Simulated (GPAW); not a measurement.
# TaN (P6_3/mmc) in GPAW: notebook, part 2 of 2

GPAW 26.7.0. Earlier steps stand in the parts before.

## 4. Band structure, LDA

run.py

```python
from ase.dft.bandgap import bandgap
from ase.io import read, write
from ase.units import Bohr, GPa
from gpaw import GPAW, PW
from gpaw.elf import elf_from_dft_calculation

atoms = read('TaN.xyz')

calc = GPAW(mode=PW(800),
            xc='LDA',
            kpts={'size': (10, 10, 5), 'gamma': True},
            occupations={'name': 'fermi-dirac', 'width': 0.05},
            nbands=34,
            convergence={'density': 1e-05, 'energy': 1e-05},
            maxiter=150,
            txt='gpaw.txt')
atoms.calc = calc
energy = atoms.get_potential_energy()
forces = atoms.get_forces()
stress = atoms.get_stress()
calc.write('gs.gpw')
write('result.traj', atoms)
print(f'Energy: {energy:.6f} eV')
print('Forces (eV/A):')
print(forces.round(4))
print('Stress (GPa):', (stress / GPa).round(3))
print('Fermi level:', round(calc.get_fermi_level(), 4), 'eV')
print(f'Gap: {bandgap(calc)[0]:.4f} eV, direct: {bandgap(calc, direct=True)[0]:.4f} eV')

# fields on the real-space grid
write('density.cube', atoms, data=calc.get_pseudo_density() * Bohr**3)
write('potential.cube', atoms, data=calc.get_electrostatic_potential())
write('elf.cube', atoms, data=elf_from_dft_calculation(calc).data)

path = atoms.cell.bandpath('GMKGALHA,LM,KH', npoints=60, eps=1e-4)
bs_calc = calc.fixed_density(kpts=path, symmetry='off', nbands=48,
                             convergence={'bands': 'CBM+6.0', 'eigenstates': 1e-6}, txt='bands.txt')
bs = bs_calc.band_structure()
bs.write('bs.json')
print(f'Gap on the path: {bandgap(bs_calc)[0]:.4f} eV')
```

TaN.xyz

```xyz
4
Lattice="2.9217699809 0.0000000000 0.0000000000 -1.4608849905 2.5303270275 0.0000000000 0.0000000000 0.0000000000 5.9165150000" Properties=species:S:1:pos:R:3 pbc="T T T"
Ta     0.0000000000      0.0000000000      2.9582575000
Ta     0.0000000000      0.0000000000      0.0000000000
N     -0.0000000002      1.6868846851      1.4791287500
N      1.4608849906      0.8434423424      4.4373862500
```

Potentials or basis: the program's PAW data sets (release 1.2.1) made for this functional, pw.

The run is started by

```
OMP_NUM_THREADS=1 python run.py
```

gpaw.txt:

```text
__  _  _
 | _ |_)|_||  |
 |__||  | ||/\| - 26.7.0

Input parameters:
  mode=PW(ecut=800.0),
  convergence={'density': 1e-05, 'energy': 1e-05},
  kpts=MonkhorstPack(size=(10, 10, 5), gamma=True),
  maxiter=150,
  nbands=34,
  occupations=Occupations(name='fermi-dirac', width=0.05),
  xc=XC(name='LDA')

Diagonalizing LCAO Hamiltonian
Converting LCAO to pw mode

           N

       Ta
        N

       Ta

Atoms  # Å, Bohr magnetons
|   | symbol |         x |        y |        z |    initial magnetic moments |
|---|--------|-----------|----------|----------|-----------------------------|
| 0 |     Ta |  0.000000 | 0.000000 | 2.958258 | ( 0.0000,  0.0000,  0.0000) |
| 1 |     Ta |  0.000000 | 0.000000 | 0.000000 | ( 0.0000,  0.0000,  0.0000) |
| 2 |      N | -0.000000 | 1.686885 | 1.479129 | ( 0.0000,  0.0000,  0.0000) |
| 3 |      N |  1.460885 | 0.843442 | 4.437386 | ( 0.0000,  0.0000,  0.0000) |

Unit cell  # Å
| periodic |         x |        y |        z |  lengths |     angles |
[... 171 lines left out ...]
  Kinetic:          26.350790
  Coulomb:         -29.520013
  Zero:             -0.340894
  External:          0.000000
  Xc:              -41.462592
  Entropy:          -0.010413
  Spinorbit:         0.000000
  ----------------------------
  Free energy:     -44.983122
  Extrapolated:    -44.977915

dipole moment: (-10.500007, -18.186546, -21.262276)  # |e|*Ang

Fermi level: 13.571
Eigenvalues  # (at kpt = [0.000, 0.000, 0.000])
| band index |      eig [eV] | occ [0-2] |
|------------|---------------|-----------|
|          0 |       -54.708 |     2.000 |
|        ... |               |           |
|         11 |         8.802 |     2.000 |
|         12 |         8.802 |     2.000 |
|         13 |         9.337 |     2.000 |
|         14 |        10.114 |     2.000 |
|         15 |        11.624 |     2.000 |
|         16 |        11.624 |     2.000 |
[... 8 lines left out ...]
|         25 |        19.473 |     0.000 |
|         26 |        19.473 |     0.000 |
|        ... |               |           |
|         33 |        30.637 |     0.000 |

No gap
No difference between direct/indirect transitions

Forces  # eV/Ang
|        x |        y |        z |
|----------|----------|----------|
|  0.00000 | -0.00000 |  0.00000 |  # Ta   0
| -0.00000 |  0.00000 |  0.00000 |  # Ta   1
|  0.00000 |  0.00000 |  0.00007 |  # N    2
| -0.00000 |  0.00000 | -0.00007 |  # N    3

Stress tensor  # eV/Ang^3
|        x |        y |        z |
|----------|----------|----------|
| 0.108024 | 0.000000 | 0.000000 |
| 0.000000 | 0.108024 | 0.000000 |
| 0.000000 | 0.000000 | 0.128006 |

# Writing to gs.gpw (mode='')
```

bands.txt:

```text
Diagonalizing LCAO Hamiltonian
Converting LCAO to pw mode
convergence criteria:
- Maximum integral of absolute [eigenst]ate change: 1e-06 eV^2 / valence electron
maximum number of iterations: 150

SCF iterations
|iter     | |      energy | eigst |  dens |
|---------|-|-------------|-------|-------|
|iter:   1| |             | +0.93 |       |
[... 65 lines left out ...]
         [0.5       , 0.        , 0.375     ],
         [0.5       , 0.        , 0.25      ],
         [0.5       , 0.        , 0.125     ],
         [0.5       , 0.        , 0.        ],
         [0.33333333, 0.33333333, 0.        ],
         [0.33333333, 0.33333333, 0.16666667],
         [0.33333333, 0.33333333, 0.33333333],
         [0.33333333, 0.33333333, 0.5       ]])),
  maxiter=150,
  nbands=48,
  occupations=Occupations(name='fermi-dirac', width=0.05),
  symmetry=Symmetry(point_group=False, time_reversal=False),
  xc=XC(name='LDA')
```

Wall time 1.7 min (1 thread of Arm Neoverse V2, shared host); peak memory 0.43 GiB.

What came out:

| Item | Value |
| --- | --- |
| Free energy | -44.9831 eV |
| Pressure | -18.4 GPa |
| Band gap along the path | none (metal or under the smearing width) |

Stress tensor (GPa, compression positive):
```
-17.31   0.00   0.00
  0.00 -17.31   0.00
  0.00   0.00 -20.51
```

Levels at the corners of the path, in eV from the Fermi level:
```csv
point,band 15,band 16,band 17,band 18,band 19,band 20,band 21,band 22
Γ,-3.46,-1.95,-1.95,-0.24,-0.24,0.53,0.53,2.34
M,-4.09,-3.67,-2.75,-2.10,2.76,3.96,4.77,5.13
K,-5.87,-3.78,0.21,0.21,0.97,0.97,2.00,4.89
Γ,-3.46,-1.95,-1.95,-0.24,-0.24,0.53,0.53,2.34
A,-3.82,-3.82,-0.65,-0.65,0.97,0.97,0.97,0.97
L,-4.30,-4.30,-2.17,-2.17,3.88,3.88,4.70,4.70
H,-5.63,-5.63,-0.41,-0.41,2.69,2.69,3.09,3.09
A,-3.82,-3.82,-0.65,-0.65,0.97,0.97,0.97,0.97
L,-4.30,-4.30,-2.17,-2.17,3.88,3.88,4.70,4.70
M,-4.09,-3.67,-2.75,-2.10,2.76,3.96,4.77,5.13
K,-5.87,-3.78,0.21,0.21,0.97,0.97,2.00,4.89
H,-5.63,-5.63,-0.41,-0.41,2.69,2.69,3.09,3.09
```

Caveat: so large a pressure means that the cell lies far from this level's equilibrium, or that cutoff or potentials fall short; spin-orbit coupling is left out, which moves the levels of the heavy elements.

## 5. Band structure, r2SCAN

Changes to run.py since step 4:

```diff
@@ -2,11 +2,10 @@
 from ase.io import read, write
-from ase.units import Bohr, GPa
+from ase.units import GPa
 from gpaw import GPAW, PW
-from gpaw.elf import elf_from_dft_calculation
 
-atoms = read('TaN.xyz')
+atoms = read('POSCAR')
 
 calc = GPAW(mode=PW(800),
-            xc='LDA',
-            kpts={'size': (10, 10, 5), 'gamma': True},
+            xc='MGGA_X_R2SCAN+MGGA_C_R2SCAN',
+            kpts={'size': (7, 7, 4), 'gamma': True},
             occupations={'name': 'fermi-dirac', 'width': 0.05},
@@ -29,8 +28,3 @@
 
-# fields on the real-space grid
-write('density.cube', atoms, data=calc.get_pseudo_density() * Bohr**3)
-write('potential.cube', atoms, data=calc.get_electrostatic_potential())
-write('elf.cube', atoms, data=elf_from_dft_calculation(calc).data)
-
-path = atoms.cell.bandpath('GMKGALHA,LM,KH', npoints=60, eps=1e-4)
+path = atoms.cell.bandpath('GMKGALHA,LM,KH', npoints=100, eps=1e-4)
 bs_calc = calc.fixed_density(kpts=path, symmetry='off', nbands=48,
```

POSCAR

```
TaN
1.0
    2.9217699809      0.0000000000      0.0000000000
   -1.4608849905      2.5303270275      0.0000000000
    0.0000000000      0.0000000000      5.9165150000
Ta N
2 2
Direct
    0.0000000000      0.0000000000      0.5000000000
    0.0000000000      0.0000000000      0.0000000000
    0.3333333333      0.6666666667      0.2500000000
    0.6666666667      0.3333333333      0.7500000000
```

Potentials or basis: GPAW PAW data sets (gpaw-data 1.2.1), pw.

The run is started by

```
OMP_NUM_THREADS=1 python run.py
```

It took 4.2 min on 1 thread of Arm Neoverse V2, shared host; peak memory 0.6 GiB.

It converged, with:

| Property | Result |
| --- | --- |
| Free energy | -68.9532 eV |
| Pressure | -5.4 GPa |
| Band gap along the path | none (metal or under the smearing width) |

Stress tensor (GPa, compression positive):
```
-6.14  0.00  0.00
 0.00 -6.14  0.00
 0.00  0.00 -3.91
```

Levels at the corners of the path, in eV from the Fermi level:
```csv
point,band 16,band 17,band 18,band 19,band 20,band 21
Γ,-2.13,-2.13,-0.14,-0.14,0.68,0.68
M,-3.71,-2.97,-2.11,3.04,4.17,4.96
K,-4.05,0.26,0.26,1.01,1.01,2.15
Γ,-2.13,-2.13,-0.14,-0.14,0.68,0.68
A,-4.01,-0.61,-0.61,1.08,1.08,1.08
L,-4.51,-2.22,-2.22,4.09,4.09,4.91
H,-5.86,-0.41,-0.41,2.83,2.83,3.27
A,-4.01,-0.61,-0.61,1.08,1.08,1.08
L,-4.51,-2.22,-2.22,4.09,4.09,4.91
M,-3.71,-2.97,-2.11,3.04,4.17,4.96
K,-4.05,0.26,0.26,1.01,1.01,2.15
H,-5.86,-0.41,-0.41,2.83,2.83,3.27
```

Caveat: the PAW data sets were made with another functional, which shifts forces and pressure a little; spin-orbit coupling is left out, which moves the levels of the heavy elements.

## 6. Band structure, r2SCAN, spin-orbit coupling, no magnetisation

Changes to run.py since step 5:

```diff
@@ -1,7 +1,18 @@
+import numpy as np
+from ase import Atoms
 from ase.dft.bandgap import bandgap
-from ase.io import read, write
+from ase.io import write
 from ase.units import GPa
 from gpaw import GPAW, PW
+from gpaw.spinorbit import soc_eigenstates
 
-atoms = read('POSCAR')
+atoms = Atoms(['Ta', 'Ta', 'N', 'N'],
+              cell=[[2.9217699809, 0.0, 0.0],
+                    [-1.4608849905, 2.5303270275, 0.0],
+                    [0.0, 0.0, 5.916515]],
+              scaled_positions=[[0.0, 0.0, 0.5],
+                                [0.0, 0.0, 0.0],
+                                [0.3333333333, 0.6666666667, 0.25],
+                                [0.6666666667, 0.3333333333, 0.75]],
+              pbc=True)
 
@@ -34 +45,7 @@
 print(f'Gap on the path: {bandgap(bs_calc)[0]:.4f} eV')
+
+soc = soc_eigenstates(bs_calc, theta=90, phi=0, ignore_xc_potential=True)
+np.savetxt('soc_bands.dat', soc.eigenvalues(), fmt='%.4f')
+mesh = soc_eigenstates('gs.gpw', theta=90, phi=0, ignore_xc_potential=True)
+np.savetxt('soc_mesh.dat', mesh.eigenvalues(), fmt='%.4f')
+print('Fermi level with spin-orbit coupling:', round(mesh.fermi_level, 4), 'eV')
```

Potentials or basis: GPAW PAW data sets (gpaw-data 1.2.1), pw.

The run is started by

```
OMP_NUM_THREADS=1 python run.py
```

Run time: 4.2 min. Hardware: 1 thread of Arm Neoverse V2, shared host; peak memory 0.66 GiB.

Results (log left out):

```
Free energy             : -68.9532 eV
Pressure                : -5.4 GPa
Band gap along the path : none (metal or under the smearing width)
```

Stress tensor (GPa, compression positive):
```
-6.14  0.00  0.00
 0.00 -6.14  0.00
 0.00  0.00 -3.91
```

Levels at the corners of the path, in eV from the Fermi level:
```csv
point,band 34,band 35,band 36,band 37,band 38,band 39
Γ,-2.05,-0.44,-0.44,0.14,0.14,0.67
M,-2.93,-2.10,-2.10,3.03,3.03,4.07
K,0.18,0.32,0.32,0.91,0.91,1.19
Γ,-2.05,-0.44,-0.44,0.14,0.14,0.67
A,-0.61,-0.61,-0.61,0.96,0.96,0.96
L,-2.19,-2.19,-2.19,4.05,4.05,4.05
H,-0.46,-0.33,-0.33,2.67,2.67,2.96
A,-0.61,-0.61,-0.61,0.96,0.96,0.96
L,-2.19,-2.19,-2.19,4.05,4.05,4.05
M,-2.93,-2.10,-2.10,3.03,3.03,4.07
K,0.18,0.32,0.32,0.91,0.91,1.19
H,-0.46,-0.33,-0.33,2.67,2.67,2.96
```

Caveat: spin-orbit coupling was added after a scalar SCF, so levels and gaps hold it while energy, forces, pressure and moments don't; this program's spin-orbit splittings come out too wide for heavy elements; the PAW data sets were made with another functional, which shifts forces and pressure a little.

## 7. Overview

| level | potentials or basis | spin | k mesh | band points | spin axis theta (degrees) | spin axis phi (degrees) | pressure (GPa) |
| --- | --- | --- | --- | --- | --- | --- | --- |
| PBE | GPAW PAW data sets (gpaw-data 1.2.1), pw | off | 10 × 10 × 5 | 60 | - | - | -1.2 |
| PBE | GPAW PAW data sets (gpaw-data 1.2.1), pw | SOC, no magnetisation | 7 × 7 × 4 | 60 | 54.7 | 45 | -1.3 |
| LDA | the program's PAW data sets (release 1.2.1) made for this functional, pw | off | 10 × 10 × 5 | 60 | - | - | -18.4 |
| r2SCAN | GPAW PAW data sets (gpaw-data 1.2.1), pw | off | 7 × 7 × 4 | 100 | - | - | -5.4 |
| r2SCAN | GPAW PAW data sets (gpaw-data 1.2.1), pw | SOC, no magnetisation | 7 × 7 × 4 | 100 | 90 | 0 | -5.4 |

Alike in all rows: task band structure; cell as given; cutoff (eV) 800; smearing fermi-dirac 0.05 eV.

Caveats: spin-orbit coupling is left out, which moves the levels of the heavy elements (some runs); spin-orbit coupling was added after a scalar SCF, so levels and gaps hold it while energy, forces, pressure and moments don't (some runs); this program's spin-orbit splittings come out too wide for heavy elements (some runs); the PAW data sets were made with another functional, which shifts forces and pressure a little (some runs); so large a pressure means that the cell lies far from this level's equilibrium, or that cutoff or potentials fall short (some runs).

Total energies depend on the potentials used, so only differences within one code and one set of settings carry meaning.
